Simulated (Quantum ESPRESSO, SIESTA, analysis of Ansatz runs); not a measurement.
# GaN (P6_3mc):Sn_Ga, a ladder of methods on one cell (SIESTA)

Question: at which Fermi levels does Sn_Ga in GaN (P6_3mc) change its charge, and how much of the answer depends on the k-points? The model is a cell of 72 host atoms with 1 Ga taken out and 1 Sn put in.

Main program and level: SIESTA 5.4.2; SIESTA numerical-orbital DFT, PBEsol, DZP basis, PseudoDojo 0.4.1 potentials converted to PSML; charged supercells in a uniform background, point-charge correction with alignment at far sites.

**Measured values to reproduce.**

For GaN, wurtzite (bulk w-GaN, literature, 300 K), “Vacancy defect in bulk and at (10overline10) surface of GaN: A combined first-principles theoretical and experimental analysis” (2017, arxiv:1710.05670) quotes earlier work: band gap (direct gap at Gamma) 3.4 eV [Rounded room-temperature literature value quoted in passing in the theory part].

## 1. Starting point

The cell holds 72 atoms: 35 Ga, 36 N and 1 Sn. Cell: a = 9.608 Å, b = 9.608 Å, c = 10.426 Å, α = 90.0°, β = 90.0°, γ = 120.0°. It derives from GaN (space group P6_3mc). Nearest the centre at fractional (0.444, 0.556, 0.499): Sn34 at 0.00 Å, N35 at 1.96 Å, N43 at 1.96 Å, N11 at 1.96 Å, N40 at 1.97 Å, Ga33 at 3.20 Å, Ga37 at 3.20 Å, Ga41 at 3.20 Å.

As a file:

```xyz
72
Lattice="9.6085 -0.0017 0.0000 -4.8057 8.3203 0.0000 0.0000 0.0000 10.4264" Properties=species:S:1:pos:R:3 pbc="T T T"
Ga    1.6011    0.9242    2.6012
Ga   -0.0002    1.8487    5.2078
N     1.6011    0.9242    4.5663
N    -0.0002    1.8487    1.9597
Ga    1.6011    0.9242    7.8144
Ga   -0.0002    1.8487   10.4210
N     1.6011    0.9242    9.7795
N    -0.0002    1.8487    7.1729
Ga   -0.0008    3.6976    2.6012
Ga   -1.6021    4.6221    5.2078
N    -0.0008    3.6976    4.5663
N    -1.6021    4.6221    1.9597
Ga   -0.0008    3.6976    7.8144
Ga   -1.6021    4.6221   10.4210
N    -0.0008    3.6976    9.7795
N    -1.6021    4.6221    7.1729
Ga   -1.6027    6.4711    2.6012
Ga   -3.2040    7.3955    5.2078
N    -1.6027    6.4711    4.5663
N    -3.2040    7.3955    1.9597
Ga   -1.6027    6.4711    7.8144
Ga   -3.2040    7.3955   10.4210
N    -1.6027    6.4711    9.7795
N    -3.2040    7.3955    7.1729
Ga    4.8039    0.9236    2.6012
Ga    3.2027    1.8481    5.2078
N     4.8039    0.9236    4.5663
N     3.2027    1.8481    1.9597
Ga    4.8039    0.9236    7.8144
Ga    3.2027    1.8481   10.4210
N     4.8039    0.9236    9.7795
N     3.2027    1.8481    7.1729
Ga    3.2020    3.6971    2.6012
Sn    1.6008    4.6215    5.2078
N     3.2020    3.6971    4.5663
N     1.6008    4.6215    1.9597
Ga    3.2020    3.6971    7.8144
Ga    1.6008    4.6215   10.4210
N     3.2020    3.6971    9.7795
N     1.6008    4.6215    7.1729
Ga    1.6001    6.4705    2.6012
Ga   -0.0012    7.3950    5.2078
N     1.6001    6.4705    4.5663
N    -0.0012    7.3950    1.9597
Ga    1.6001    6.4705    7.8144
Ga   -0.0012    7.3950   10.4210
N     1.6001    6.4705    9.7795
N    -0.0012    7.3950    7.1729
Ga    8.0067    0.9231    2.6012
Ga    6.4055    1.8475    5.2078
N     8.0067    0.9230    4.5663
N     6.4055    1.8475    1.9597
Ga    8.0067    0.9231    7.8144
Ga    6.4055    1.8475   10.4210
N     8.0067    0.9230    9.7795
N     6.4055    1.8475    7.1729
Ga    6.4048    3.6965    2.6012
Ga    4.8036    4.6210    5.2078
N     6.4048    3.6965    4.5663
N     4.8036    4.6210    1.9597
Ga    6.4048    3.6965    7.8144
Ga    4.8036    4.6210   10.4210
N     6.4048    3.6965    9.7795
N     4.8036    4.6210    7.1729
Ga    4.8029    6.4699    2.6012
Ga    3.2017    7.3944    5.2078
N     4.8029    6.4699    4.5663
N     3.2017    7.3944    1.9597
Ga    4.8029    6.4699    7.8144
Ga    3.2017    7.3944   10.4210
N     4.8029    6.4699    9.7795
N     3.2017    7.3944    7.1729
```

Screening for the image-charge correction: ε∞ = (5.90, 5.90, 6.09), ε0 = (10.22, 10.22, 11.31), from a response run on this crystal (DFPT, PBEsol, Quantum ESPRESSO) at that run's own cell.

The cell's shortest repeat is 9.6 Å.

The primitive cell was relaxed at this level beforehand, to 46.30 Å³.

The defect-free supercell was relaxed beforehand, from displaced atoms: they ended at most 0.01 Å from the sites they started about, so the symmetric structure holds.

## 2. Band edges

Levels are counted from the valence top, which comes from the unit cell, dense mesh; the energy of the host comes from the defect-free supercell at the defects' own k-points, so that the host's part of the sampling error cancels.

Contents of host.fdf:

```
SystemName                      GaN
SystemLabel                     host
NumberOfSpecies                 2
NumberOfAtoms                   4
%block ChemicalSpeciesLabel
  1   31 Ga
  2    7 N
%endblock ChemicalSpeciesLabel
LatticeConstant                 1.0 Ang
%block LatticeVectors
     3.202819000    -0.000573000     0.000000000
    -1.601906000     2.773436000     0.000000000
     0.000000000     0.000000000     5.213207000
%endblock LatticeVectors
AtomicCoordinatesFormat         Fractional
%block AtomicCoordinatesAndAtomicSpecies
     0.666630562     0.333369142     0.498961580  1
     0.333369438     0.666630858     0.998961484  1
     0.666630874     0.333369142     0.875909972  2
     0.333369126     0.666630858     0.375910068  2
%endblock AtomicCoordinatesAndAtomicSpecies
%block kgrid.MonkhorstPack
   12   0   0  0.00
    0  12   0  0.00
    0   0   6  0.00
%endblock kgrid.MonkhorstPack
XC.Functional                   GGA
XC.Authors                      PBEsol
PAO.BasisSize                   DZP
PAO.EnergyShift                 0.005 Ry
Mesh.Cutoff                     300 Ry
OccupationFunction              FD
ElectronicTemperature           0.01 eV
MaxSCFIterations                150
SCF.MustConverge                true
SCF.Mixer.Method                Pulay
SCF.Mixer.Weight                0.2
SCF.Mixer.History               10
SCF.DM.Tolerance                1.0e-4
SCF.H.Tolerance                 1.0e-3 eV
WriteForces                     true
Charge.Mulliken                 end
```

Launch:

```
> OMP_NUM_THREADS=1 siesta host.fdf > host.out
```

The log of the run:

```text
Version         : 5.4.2

                           ***********************
                           *  WELCOME TO SIESTA  *
                           ***********************

[...]
reinit: Reading from file host.fdf

reinit: -----------------------------------------------------------------------
reinit: System Name: GaN
reinit: -----------------------------------------------------------------------
reinit: System Label: host
reinit: -----------------------------------------------------------------------

initatom: Reading input for the pseudopotentials and atomic orbitals ----------
Species number:   1 Atomic number:   31 Label: Ga
Species number:   2 Atomic number:    7 Label: N

[... pseudopotential checks and orbital generation ...]

prinput: Basis input

PAO.BasisType split

%block ChemicalSpeciesLabel
    1   31 Ga                      # Species index, atomic number, species label
    2    7 N                       # Species index, atomic number, species label
%endblock ChemicalSpeciesLabel

%block PAO.Basis                 # Define Basis set
# WARNING: This information might be incomplete!
[...]
(Free)E + p*V (eV/cell)    -4718.4940
Target enthalpy (eV/cell)    -4718.4957
[...]
siesta: Final energy (eV):
siesta:  Band Struct. =    -601.886200
siesta:       Kinetic =    3796.423809
siesta:       Hartree =    1186.711170
siesta:         Exch. =   -1214.545394
siesta:         Corr. =     -78.577134
siesta:   Exch.-corr. =   -1293.122527
siesta:  Ion-electron =   -5855.252930
siesta:       Ion-ion =   -2553.255197
siesta:         Total =   -4718.495676
siesta:         Fermi =      -5.456980
[...]
siesta: Stress tensor (static) (eV/Ang**3):
siesta:    -0.000373    0.000314   -0.000000
siesta:     0.000314   -0.000011    0.000000
siesta:    -0.000000    0.000000    0.000276
[...]
siesta: Cell volume =         46.303160 Ang**3
[...]
siesta: Pressure (static):
siesta:                Solid            Molecule  Units
siesta:           0.00000039          0.00000048  Ry/Bohr**3
siesta:           0.00003586          0.00004448  eV/Ang**3
siesta:           0.05745533          0.07125881  kBar
[...]
mulliken: Qtot =       36.000

Mulliken Atomic Populations:
Atom #   charge [q] valence [e]  Species
     1     0.911995   12.088005  Ga
     2     0.911995   12.088005  Ga
     3    -0.911995    5.911995  N
     4    -0.911995    5.911995  N
 Total     0.000000

Job completed
```

The job ended after 64 s (1 MPI rank of Arm Neoverse V1, shared host; peak memory 0.25 GiB).

The gap at this level is 1.79 eV.

Test of the sampling: at one point at (¼, ¼, ¼) the host's energy lies 25 meV an atom below its value on the primitive cell's dense mesh, a warning that formation energies at this sampling may be off by tenths of an eV.

[end of part 1 of 3]

[Logs are printed without paths, hosts, clocks, repeated set-up lines and the standing remarks that a program may print on its own settings, such as how far it seeks lower states.]

[Hosts, paths, dates, database ids (printed as entryN), source tags and the programs' standing remarks are cut or masked in the printed files.]

[For some hosts the program warned that the k-mesh of the response run may be too coarse for force constants and the static dielectric constant; such warnings are not shown here.]

[Charge tables in the logs are Mulliken or Hirshfeld populations, whose sizes and signs can differ; where basis functions stand at a vacancy, SIESTA counts their charge against the missing atom's valence.]

[In relaxation paths of CP2K, step 0 can be the structure after the first move, since the trajectory file begins there, and the last row can be the final structure solved once more.]
